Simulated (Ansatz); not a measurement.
Basis-set extrapolation for C3H5O2−, SMILES `CCC(=O)[O-]` (PBE0-D4/def2-TZVPD geometry, frozen core, the Gaussian-basis code of Ansatz). Multiplicity 1, RHF reference.

```
                     def2-TZVPPD  def2-QZVPPD
                 HF  -266.386282  -266.397402
    MP2 correlation    -0.990459    -1.057350
CCSD(T) correlation    -1.053487      not run
```

Energies in hartree. Use E(X) = E(∞) + A·exp(−7.88·√X) for Hartree–Fock and E(X) = E(∞) + B·X^(−2.97) for correlation, with X = 3 and 4, and add CCSD(T) minus MP2 of the smaller set to the MP2 limit.

Q: What is the CCSD(T) energy at the basis-set limit?

A: HF limit: -266.397402 + (-0.011120) × 0.13774 = -266.39893. MP2 limit: -1.057350 + (-0.066891) × 0.74074 = -1.10690. Higher-order term: -1.053487 − (-0.990459) = -0.06303. Total: -267.56886 hartree, 338.9 kJ/mol below CCSD(T)/def2-TZVPPD.
